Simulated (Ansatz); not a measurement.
**Be_K in KCl (Fm-3m): charge-transition levels and formation energies**

Charge states of Be_K in KCl (Fm-3m), set against the band edges. Model: a cell of 54 host atoms with 1 K taken out and 1 Be put in.

Method: place-levels on PBEsol runs: charge-transition levels and formation energies with image-charge correction and potential alignment at the atomic sites, in Ansatz 0.2.0.

### Step 1. Set-up

The cell holds 54 atoms: 26 K, 27 Cl and 1 Be. Cell: a = 13.243 Å, b = 13.243 Å, c = 13.243 Å, α = 60.0°, β = 60.0°, γ = 60.0°. It derives from KCl (space group Fm-3m). Nearest the centre at fractional (0.667, 0.667, 0.333): Be51 at 0.00 Å, Cl28 at 3.12 Å, Cl44 at 3.12 Å, Cl32 at 3.12 Å, Cl34 at 3.12 Å, Cl46 at 3.12 Å, Cl50 at 3.12 Å, K13 at 4.41 Å.

Screening for the image-charge correction: ε∞ = 2.38, ε0 = 5.25, from a response run on this crystal (DFPT, PBEsol) at that run's own cell.

The cell's shortest repeat is 13.2 Å.

### Step 2. The runs of each charge state

Levels follow from differences of total energies between charge states, each relaxed by itself.

Each atom starts 0.05 Å or so off its site in a random direction: a symmetric start keeps its symmetry, and would miss off-centre moves and Jahn–Teller distortions. Forces are taken at one point at (¼, ¼, ¼). The cell holds 1 electron fewer than the neutral one, with a uniform background that keeps it neutral on the whole.

The sampling was tested on the host first: at the k-points planned (1x1x1 shifted 0.25 0.25 0.25) its energy lies 0.001 eV an atom from the dense-mesh value, under the bound of 0.02 eV set for this test; that bounds the host's error, not the defect's.

One state's input; the others differ in charge, spin, start and seed, and in occupations where the table says so.

qp1.relax/input.yaml

```yaml
crystal:
  lattice:
    - [0.0, 9.36444517, 9.36444517]
    - [9.36444517, 0.0, 9.36444517]
    - [9.36444517, 9.36444517, 0.0]
  atoms:
    - { symbol: K, position: [0.0, 0.0, 0.0] }
    - { symbol: Cl, position: [0.16666667, 0.16666667, 0.16666667] }
[... 6 atom lines left out ...]
    - { symbol: K, position: [0.0, 0.33333333, 0.33333333] }
[... 3 atom lines left out ...]
    - { symbol: K, position: [0.0, 0.66666667, 0.0] }
[... 1 atom line left out ...]
    - { symbol: K, position: [0.0, 0.66666667, 0.33333333] }
[... 5 atom lines left out ...]
    - { symbol: K, position: [0.33333333, 0.0, 0.33333333] }
[... 6 atom lines left out ...]
    - { symbol: Cl, position: [0.5, 0.5, 0.5] }
[... 3 atom lines left out ...]
    - { symbol: Cl, position: [0.5, 0.83333333, 0.16666667] }
    - { symbol: K, position: [0.33333333, 0.66666667, 0.33333333] }
    - { symbol: Cl, position: [0.5, 0.83333333, 0.5] }
    - { symbol: K, position: [0.33333333, 0.66666667, 0.66666667] }
[... 1 atom line left out ...]
    - { symbol: K, position: [0.66666667, 0.0, 0.0] }
[... 1 atom line left out ...]
    - { symbol: K, position: [0.66666667, 0.0, 0.33333333] }
[... 4 atom lines left out ...]
    - { symbol: Cl, position: [0.83333333, 0.5, 0.16666667] }
    - { symbol: K, position: [0.66666667, 0.33333333, 0.33333333] }
    - { symbol: Cl, position: [0.83333333, 0.5, 0.5] }
    - { symbol: K, position: [0.66666667, 0.33333333, 0.66666667] }
[... 1 atom line left out ...]
    - { symbol: K, position: [0.66666667, 0.66666667, 0.0] }
    - { symbol: Cl, position: [0.83333333, 0.83333333, 0.16666667] }
    - { symbol: Be, position: [0.66666667, 0.66666667, 0.33333333] }
[... 1 atom line left out ...]
    - { symbol: K, position: [0.66666667, 0.66666667, 0.66666667] }
    - { symbol: Cl, position: [0.83333333, 0.83333333, 0.83333333] }
  host:
    repeats: [3, 3, 3]
    atoms:
      - { symbol: K, position: [0.0, 0.0, 0.0] }
      - { symbol: Cl, position: [0.5, 0.5, 0.5] }
total_charge: 1
basis:
  ecutwfc: 420
  xc_grid: 2
hamiltonian:
  xc: pbesol
kpoints:
  mp_grid: { grid: [1, 1, 1], shift: [0.25, 0.25, 0.25] }
scf:
  occupations: { method: fixed }
  max_iter: 100
output:
  forces: true
  charged_corrections:
    epsilon: 2.38
    static_epsilon: 5.25
    defect_position: [0.666667, 0.666667, 0.333333]
relax:
  f_tol: 0.02
  max_steps: 80
  random_displacement: { amplitude: 0.05, seed: 7317 }
checkpoint:
  write: "../qp1.relax.run"
  compress: false
  write_wavefunctions: true
  write_every: 100000
```

Launch:

```bash
$ ansatz run input.yaml --threads 4 --pin off --max-ram 7536MiB --backend cpu --events-out ev --progress --plain --runs-dir out
```

Defect states can disperse in a cell of this size, so the energy is taken again at a 2×2×2 shifted mesh, on the relaxed structure.

The run of this state that the levels use, under PBEsol:

qp1.point/input.yaml

```yaml
crystal:
  checkpoint: "../qp1.relax.run"
  host: checkpoint
total_charge: 1
basis:
  ecutwfc: 420
  xc_grid: 2
hamiltonian:
  xc: pbesol
kpoints:
  mp_grid: { grid: [2, 2, 2], shift: [0.5, 0.5, 0.5] }
scf:
  occupations: { method: fermi_dirac, width: 0.01 }
  max_iter: 100
output:
  forces: true
  eigenvalues: true
  charged_corrections:
    epsilon: 2.38
    static_epsilon: 5.25
    defect_position: [0.666667, 0.666667, 0.333333]
  eigenstates: { localisation: true }
  populations: true
  band_densities: [{ bands: [v1, v1] }, { bands: [c1, c1] }]
  write_density: true
  write_potential: true
  volumetric_format: npy
checkpoint:
  read: "../qp1.relax.run"
  write: "../qp1.point.run"
  compress: false
  write_wavefunctions: false
  write_every: 100000
```

Relaxations under PBEsol at one point at (¼, ¼, ¼); times on 4 threads of Arm Neoverse V1, shared host:

| charge | moment (μB) | occupations | outcome | steps | largest displacement against the far atoms (Å) | time |
| --- | --- | --- | --- | --- | --- | --- |
| 0 | 1 | fixed | converged | 13 | 0.95 | 7.6 min |
| +1 | 0 | fixed | converged | 13 | 1.32 | 3.2 min |

Single points under PBEsol at a 2×2×2 shifted mesh; times on 4 threads of Arm Neoverse V1, shared host:

| charge | moment (μB) | occupations | outcome | time |
| --- | --- | --- | --- | --- |
| 0 | 1 | fermi-dirac | converged | 5.4 min |
| +1 | 0 | fermi-dirac | converged | 2.2 min |

Distances (Å) from Be51 to the nearest atoms after relaxation with PBEsol:

| charge | moment (μB) | 1. | 2. | 3. | 4. | 5. | 6. |
| --- | --- | --- | --- | --- | --- | --- | --- |
| 0 | 1 | Cl 2.08 | Cl 2.08 | Cl 2.08 | K 3.80 | K 3.80 | K 3.81 |
| +1 | 0 | Cl 2.03 | Cl 2.03 | Cl 2.09 | Cl 2.09 | K 3.71 | K 4.00 |

### Step 3. Placing the levels, PBEsol

A charged cell interacts with its images and the background, and its potential has another zero than the host's. place-levels removes the first by a point-charge model, screened by the static dielectric constant since the ions have relaxed around the charge, and the second by comparing potentials at atoms far from the defect.

The host is a run of the defect-free crystal in the same cutoffs, grids and k-points, so that basis and sampling errors cancel in part in the differences. The host is run in a cell of 2 atoms on a matching mesh. Its band edges are searched through the zone by a band path, so the gap is smaller than, or equal to, that on the mesh. Chemical potentials are energies per atom of K (bcc) and Be (hcp), run with the same functional and cutoff.

levels.point.yaml

```yaml
host:
  run: host.point.run
states: [q0_M1.point.run, qp1.point.run]
geometry_from:
  q0_M1.point.run: q0_M1.relax.run
  qp1.point.run: qp1.relax.run
chemical_potentials:
  K:
    energy: -1516.029766
    dataset: <sha256 of the dataset>
  Be:
    energy: -90.352386
    dataset: <sha256 of the dataset>
epsilon: 2.38
static_epsilon: 5.25
vertical:
  - { from: qp1.point.run, to: qp1.point_neutral.run }
```

Launch:

```bash
$ ansatz place-levels levels.point.yaml -- --threads 4 --pin off --max-ram 7536MiB
```

Numbers of over 12 decimals in the logs are rounded to 6 here.

Output:

```text
[... repeated set-up lines and file paths are left out, and long positions are rounded to six places ...]
(+1/0) 4.911 eV above the valence edge, 0.192 eV under the conduction edge
formation energy of charge +1: -0.287 eV with the Fermi level at the valence edge
formation energy of charge 0: +4.624 eV with the Fermi level at the valence edge
vertical +1 to 0: no energy, since no alignment is typed
  the change from vertical[0].from (qp1.point.run) to vertical[0].to (qp1.point_neutral.run): by its potential at epsilon 2.38 it stands at 0.796 0.537 0.333, with an rms radius of about 6.5 Å (3.6 3.6 4.0 Å across the planes of the cell's vectors); [...]
  edges by pbesol, gap 5.103 eV; the host is sampled to repeats of 26.49 Å
  the defect's cells are sampled to repeats of 26.49 Å, like sampling
  charge +1: -68255.5689 eV with its correction of +0.187 eV, at epsilon 5.25, aligned at sites: -0.1486 eV, mean over 21 atomic sites at or beyond 6.62 Å from the defect at [0.6667, 0.6667, 0.3333], with +0.000000 for the charge's moments and without [...]
  charge 0: +0.000 eV for its dipole among its images, +0.089 omitted
  of states[1] (qp1.point.run): it parts from the run at its places by a charge that spreads by about 4 Å along one vector (1.9 Å or more is wide), by its potential at epsilon 2.38, taken for that of held ions (one typed too small widens it), where the cell [...]
  of states[0] (q0_M1.point.run): its alignment with the host at atomic sites is doubtful: the cell is too small to show whether the defect's potential has decayed: take a larger one; [...]
  of vertical[0].from (qp1.point.run): it parts from the run at its places by a charge that spreads by about 4 Å along one vector (1.9 Å or more is wide), by its potential at epsilon 2.38, taken for that of held ions (one typed too small widens it), where the [...]
  of vertical[0].to (qp1.point_neutral.run): its moments are held at its close (magnetization.spin_locking), by a field of 0.104 eV a Bohr magneton, and its energy and levels are of the state that this holds: a run that lets them go can end lower
```

The job ended after 0.22 s (4 threads of Arm Neoverse V1, shared host).

Levels between the charges placed, in eV above the valence top:

|  | gap (eV) | (+1/0) |
| --- | --- | --- |
| PBEsol | 5.10 | 4.91 |

Corrections by state:

| charge | moment (μB) | image terms and alignment (eV) | band filling (eV) | ε used | over the lowest of its charge, as the program ranks them, band filling apart (eV) |
| --- | --- | --- | --- | --- | --- |
| +1 | 0.0 | 0.187 | - | 5.25 | 0.000 |
| 0 | 1.0 | 0.000 | - | - | 0.000 |

The charged structures listed were also run neutral, and place-levels reads from each pair, by the potential or the spins, how wide the charge is by which they differ; that can be the carrier of either run.

| charge | rms radius (Å) | spread where it is widest against the cell (Å) | wide from (Å) | reading |
| --- | --- | --- | --- | --- |
| +1 | 6.5 | 4.03 | 1.87 | wide |

The neutral runs of these pairs need not share the spin of the lowest neutral state, and very wide values only mean spread over the cell.

From the program's caveats on the states, each cut to its opening words:

- charge +1: it parts from the run at its places by a charge that spreads by about 4 Å along one vector (1.9 Å or more is wide), by its potential at epsilon 2.38, taken for [...]
- charge +1, 0 (1 μB): its alignment with the host at atomic sites is doubtful: the cell is too small to show whether the defect's potential has decayed: take a larger one
- charge 0 (1 μB): the far atoms show a dipole or second moment of the defect's charge, for which the correction takes or leaves out 0.089 eV: further moments aren't read, and [...]

The host's formation energy from the elements is -2.000 eV per atom; it sets how far the chemical potentials can move.

Limit set by the element alone; other compounds of these elements are not counted. Chemical potentials from the elements' reference states: Cl 0.00 eV, K -4.00 eV, Be 0.00 eV. Formation energy by charge state (Cl-rich; gap 5.10 eV):

| charge | at valence top (eV) | at conduction bottom (eV) | correction included (eV) |
| --- | --- | --- | --- |
| +1 | -4.29 | 0.82 | 0.19 |
| 0 | 0.62 | 0.62 | 0.00 |

```tsv
Fermi level (eV)	lowest formation energy (eV)
0.00	-4.29
0.46	-3.82
0.93	-3.36
1.39	-2.90
1.85	-2.43
2.32	-1.97
2.79	-1.50
3.25	-1.04
3.71	-0.57
4.18	-0.11
4.64	0.35
5.10	0.62
```

Limit set by the element alone; other compounds of these elements are not counted. Chemical potentials from the elements' reference states: K 0.00 eV, Cl -4.00 eV, Be 0.00 eV. Formation energies (K-rich), with the Fermi level at the valence top and at the conduction bottom (gap 5.10 eV):

| charge | at valence top (eV) | at conduction bottom (eV) | correction included (eV) |
| --- | --- | --- | --- |
| +1 | -0.29 | 4.82 | 0.19 |
| 0 | 4.62 | 4.62 | 0.00 |

| Fermi level (eV) | lowest formation energy (eV) |
| --- | --- |
| 0.00 | -0.29 |
| 0.46 | 0.18 |
| 0.93 | 0.64 |
| 1.39 | 1.10 |
| 1.85 | 1.57 |
| 2.32 | 2.03 |
| 2.79 | 2.50 |
| 3.25 | 2.96 |
| 3.71 | 3.43 |
| 4.18 | 3.89 |
| 4.64 | 4.35 |
| 5.10 | 4.62 |

### Step 4. Effect of the sampling

The relaxations' own energies give the levels at their sampling, for comparison.

levels.relax_mesh.yaml

```yaml
host:
  run: host.relax.run
states: [q0_M1.relax.run, qp1.relax.run]
chemical_potentials:
  K:
    energy: -1516.029766
    dataset: <sha256 of the dataset>
  Be:
    energy: -90.352386
    dataset: <sha256 of the dataset>
```

Launch:

```bash
$ ansatz place-levels levels.relax_mesh.yaml -- --threads 4 --pin off --max-ram 7536MiB
```

Output:

```text
(+1/0) 4.854 eV above the valence edge, 0.248 eV under the conduction edge
formation energy of charge +1: -0.292 eV with the Fermi level at the valence edge
formation energy of charge 0: +4.562 eV with the Fermi level at the valence edge
  edges by pbesol, gap 5.102 eV; the host is sampled to repeats of 13.24 Å
[... the lines on each state left out ...]
```

Run time: 0.09 s. Hardware: 4 threads.

Levels between neighbouring charges, in eV above the valence top:

|  | gap (eV) | (+1/0) |
| --- | --- | --- |
| one point at (¼, ¼, ¼) | 5.10 | 4.85 |
| a 2×2×2 shifted mesh | 5.10 | 4.91 |

Going from one point at (¼, ¼, ¼) to a 2×2×2 shifted mesh moves the levels that carry no band-filling term by up to 0.06 eV and formation energies against the elements by up to 0.06 eV.

### Step 5. Summary of results

```json
{
  "gap of the host": "5.10 eV (PBEsol)",
  "level (plus 1/0)": "4.91 eV above the valence top",
  "lowest of the charges placed, just above the valence top (0.02 eV)": "+1",
  "lowest of the charges placed, just below the conduction bottom (0.02 eV)": "0",
  "lowest formation energy at mid-gap of the charges run, Cl-rich": "-1.74 eV",
  "lowest formation energy at mid-gap of the charges run, K-rich": "2.26 eV"
}
```

In words: Of the charges placed (0 and +1), the lowest changes at 4.91 eV (+1/0) above the valence top, in a gap of 5.10 eV. Charges above +1 and below 0 were not placed, so these runs say nothing of levels that involve them. States placed: +1 at 0 μB; 0 at 1 μB. Other spin states or structures, where not listed, weren't placed. At charge 0 and +1 the atom put in ends up to 1.0 Å from its starting place, so the name tells the start alone and the levels can join different sites. Be is taken at its element; compounds, which aren't counted here, bound the chemical potentials and would shift these formation energies. Going from one point at (¼, ¼, ¼) to a 2×2×2 shifted mesh moves the levels that carry no band-filling term by up to 0.06 eV and formation energies against the elements by up to 0.06 eV. The program doubts the alignment of potentials for at least one state, a sign that the cell is small. Keep in mind: PBEsol makes the gap too small and tends to spread out bound carriers; where a gas molecule sets a chemical potential or the host's formation energy, its binding is uncorrected.

[Logs are printed without paths, hosts, clocks, repeated set-up lines and the standing remarks that a program may print on its own settings, such as how far it seeks lower states.]

[Hosts, paths, dates, database ids (printed as entryN), source tags and the programs' standing remarks are cut or masked in the printed files.]

[Where a table of states has a column of steps, it counts the stored structures, which are thinned; the runs took as many ionic steps or more.]

[A defect's name tells the site on which it was built; relaxed atoms can leave that site.]

[For some hosts the program warned that the k-mesh of the response run may be too coarse for force constants and the static dielectric constant; such warnings are not shown here.]
